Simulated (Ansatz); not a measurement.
All numbers below come from DFT PBE, scalar-relativistic, plane waves, PAW in Ansatz 0.2.0. All cells share a 420 eV cutoff and Γ-centred k meshes spaced at most about 0.3 Å⁻¹ (about 0.25 or finer for metals, 2π included). No spin polarisation in the final relaxations.

All energies are static (0 K, no zero-point motion).

Compare these two cells of Zr₃SiO₈, each relaxed at this level.

A. Space group P-4m2 (No. 115), tetragonal, a = 3.504 Å, c = 10.787 Å. Zr on a site of symmetry -4m2 has 4 O at 2.02 Å and 4 O at 2.46 Å; around Zr on a site of symmetry 2mm lie 4 O at 2.01–2.02 Å, 2 O at 2.45 Å and 2 O at 2.58 Å; Si has 4 O at 1.92 Å and 4 O at 2.43 Å; O on its first site is surrounded by 2 Si at 1.92 Å, 1 O at 2.46 Å and 2 Zr at 2.58 Å; around O on its second site lie 2 Zr at 2.02 Å and 2 Zr at 2.45 Å; 2 more sites not described.

B. Space group Pm-3m (No. 221), cubic, a = 5.010 Å. Zr has 8 O at 2.20 Å; around Si lie 8 O at 2.09 Å; O has 1 Si at 2.09 Å, 3 Zr at 2.20 Å, 3 O at 2.41 Å and 3 O at 2.60 Å.

Question: Which form is favoured at zero pressure, and by what margin per atom?

Answer: A is lower, by 128 meV/atom. A has Zr and Si ordered on fluorite sites, space group P-4m2 (No. 115), 11.0 Å³/atom and a gap of 1.65 eV on its mesh; B has Zr and Si ordered on fluorite sites, space group Pm-3m (No. 221), 10.5 Å³/atom and no gap. Counting O atoms around Si and Zr (those within 1.25 times the shortest such distance or 1.15 times the sum of covalent radii; a plus sign parts nearer from farther groups), A has Zr 4+4, Si 4 and B has Zr 8, Si 8. The lower one is the more open, so pressure narrows the difference. Both come from invented guesses. A third cell relaxed alike, in P-43m, lies 0.31 eV/atom below the lower of the two.

Kohn–Sham gaps at this level usually fall short of measured ones. The zero gap of Pm-3m may come from the functional, which often closes small gaps, or the cell may be a true semimetal. Cells relaxed within their symmetry can be saddle points.

The preference for A most likely comes from the mismatch between small Si⁴⁺ and a fluorite cation site. In B, silicon is held at eight equal distances of 2.09 Å, all far too long for strong Si–O bonds. In A, the oxygens shift so that four move in to 1.92 Å and four recede to 2.43 Å, and zirconium gains a similar split, much as in tetragonal zirconia. The relief is only partial, since even 1.92 Å is well beyond a normal tetrahedral Si–O bond. The much lower P-43m cell suggests that further relaxation towards true SiO₄ units pays off, so A is merely the better of two strained arrangements.

With formally d⁰ Zr⁴⁺ and filled O 2p shells, a gap is expected; its absence in B probably reflects weak Si–O bonding, which leaves the antibonding Si 3s states low. Because cation order and oxygen displacements both differ between the cells, the energy difference cannot be assigned to either alone. Stability against separation into zircon and zirconia remains untested.
